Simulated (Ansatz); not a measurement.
Structure relaxation of InH

These are results of DFT PBE, scalar-relativistic, plane waves, PAW in Ansatz 0.2.0, not measurements. Cutoff 420 eV, Γ-centred k mesh, Gaussian smearing, no spin polarisation in the final step.

The start puts InH on the CuAu (L1_0) structure type (P4/mmm, No. 123), with In in place of Cu, H in place of Au, at a guessed volume.

```xyz
2
Lattice="2.8919 0.0000 0.0000 0.0000 2.8919 0.0000 0.0000 0.0000 3.7905" Properties=species:S:1:pos:R:3 pbc="T T T"
In    1.4460    1.4460    1.8953
H     0.0000    0.0000    0.0000
```

Cell and atoms relax at zero pressure; the relaxation can't lower the symmetry of the start.

Energies over the elements count from the elements' standard structures at the same level (H₂ as a molecule), with no empirical corrections.

**Question.** Which crystal results?

**Answer.** It ends in Pm-3m (No. 221). The result has the caesium chloride structure. Conventional cell: a = 3.183 Å. In has 8 H at 2.76 Å and 6 In at 3.18 Å; around H lie 8 In at 2.76 Å and 6 H at 3.18 Å.

```cif
data_structure
_symmetry_space_group_name_H-M 'Pm-3m'
_symmetry_Int_Tables_number 221
_cell_length_a 3.1827
_cell_length_b 3.1827
_cell_length_c 3.1827
_cell_angle_alpha 90.000
_cell_angle_beta 90.000
_cell_angle_gamma 90.000
_cell_volume 32.24
loop_
_atom_site_label
_atom_site_type_symbol
_atom_site_symmetry_multiplicity
_atom_site_Wyckoff_symbol
_atom_site_fract_x
_atom_site_fract_y
_atom_site_fract_z
_atom_site_occupancy
In1 In 1 b 0.50000 0.50000 0.50000 1
H1 H 1 a 0.00000 0.00000 0.00000 1
```

**Question.** What are its volume, energy, density and gap?

**Answer.** The volume per atom is 16.12 Å³, the density is 5.97 g/cm³ and the energy over the elements is 0.56 eV/atom. The gap on the 18×18×18 mesh is 0 eV (a metal).

The final run used a 18×18×18 mesh on its 2-atom cell and 0.10 eV smearing. For metals, differences of a few meV/atom aren't resolved. Symmetry constrained the relaxation, so the result can be a saddle point.

Cost: 3 runs of about 2.7 core-minutes in all, on AMD EPYC 7R43 (Zen 3) (shared hosts).